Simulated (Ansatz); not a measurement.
**Y: enthalpies of structure types against pressure**

All-electron LAPW in Ansatz 0.2.0 under PBE, scalar-relativistic, energies extrapolated to zero smearing. Each structure type was compressed from its own relaxed volume, symmetry kept and shape relaxed on PAW files, and E(V) was fitted to energies and pressures; H = E + pV has no temperature or zero-point term. Only these types were tried: omega (P6/mmm, 6×6×9 mesh, 32.49 Å³/atom at rest); dhcp (P6_3/mmc, 10×10×3 mesh, 32.55 Å³/atom at rest); sc (Pm-3m, 12×12×12 mesh, 34.86 Å³/atom at rest); diamond (Fd-3m, 11×11×11 mesh, 44.64 Å³/atom at rest); beta tin (I4_1/amd, 14×14×14 mesh, 33.02 Å³/atom at rest); fcc (Fm-3m, 14×14×14 mesh, 32.52 Å³/atom at rest); bcc (Im-3m, 13×13×13 mesh, 33.05 Å³/atom at rest); hcp (P6_3/mmc, 14×14×7 mesh, 32.89 Å³/atom at rest). Spin polarisation is left out. Spin–orbit coupling is left out; Fermi–Dirac smearing is 0.05 to 0.1 eV. Enthalpies carry a few meV/atom of noise from meshes and fits.

Enthalpies against hcp:

```json
{"p (GPa)": "0", "omega (meV/atom)": "62", "dhcp (meV/atom)": "7", "sc (meV/atom)": "798", "diamond (meV/atom)": "1980", "beta tin (meV/atom)": "455", "fcc (meV/atom)": "25", "bcc (meV/atom)": "122", "hcp (meV/atom)": "0"}
{"p (GPa)": "1.3", "omega (meV/atom)": "57", "dhcp (meV/atom)": "3", "sc (meV/atom)": "810", "diamond (meV/atom)": "2057", "beta tin (meV/atom)": "454", "fcc (meV/atom)": "22", "bcc (meV/atom)": "123", "hcp (meV/atom)": "0"}
{"p (GPa)": "3.4", "omega (meV/atom)": "49", "dhcp (meV/atom)": "-3", "sc (meV/atom)": "820", "diamond (meV/atom)": "2134", "beta tin (meV/atom)": "449", "fcc (meV/atom)": "15", "bcc (meV/atom)": "123", "hcp (meV/atom)": "0"}
{"p (GPa)": "6.3", "omega (meV/atom)": "40", "dhcp (meV/atom)": "-11", "sc (meV/atom)": "824", "diamond (meV/atom)": "2169", "beta tin (meV/atom)": "439", "fcc (meV/atom)": "7", "bcc (meV/atom)": "123", "hcp (meV/atom)": "0"}
{"p (GPa)": "13", "omega (meV/atom)": "24", "dhcp (meV/atom)": "-23", "sc (meV/atom)": "814", "diamond (meV/atom)": "2155", "beta tin (meV/atom)": "409", "fcc (meV/atom)": "-7", "bcc (meV/atom)": "122", "hcp (meV/atom)": "0"}
{"p (GPa)": "21", "omega (meV/atom)": "8", "dhcp (meV/atom)": "-33", "sc (meV/atom)": "792", "diamond (meV/atom)": "2118", "beta tin (meV/atom)": "370", "fcc (meV/atom)": "-17", "bcc (meV/atom)": "121", "hcp (meV/atom)": "0"}
{"p (GPa)": "31", "omega (meV/atom)": "-9", "dhcp (meV/atom)": "-42", "sc (meV/atom)": "762", "diamond (meV/atom)": "2091", "beta tin (meV/atom)": "327", "fcc (meV/atom)": "-25", "bcc (meV/atom)": "117", "hcp (meV/atom)": "0"}
{"p (GPa)": "40", "omega (meV/atom)": "-21", "dhcp (meV/atom)": "-48", "sc (meV/atom)": "739", "diamond (meV/atom)": "2091", "beta tin (meV/atom)": "295", "fcc (meV/atom)": "-31", "bcc (meV/atom)": "113", "hcp (meV/atom)": "0"}
```

(1) What sequence of phases does this give?

Results:

(1) Among the types tried, hcp is lowest at zero pressure; dhcp takes over from hcp near 2.3 GPa, with a volume step of -1.5 %.
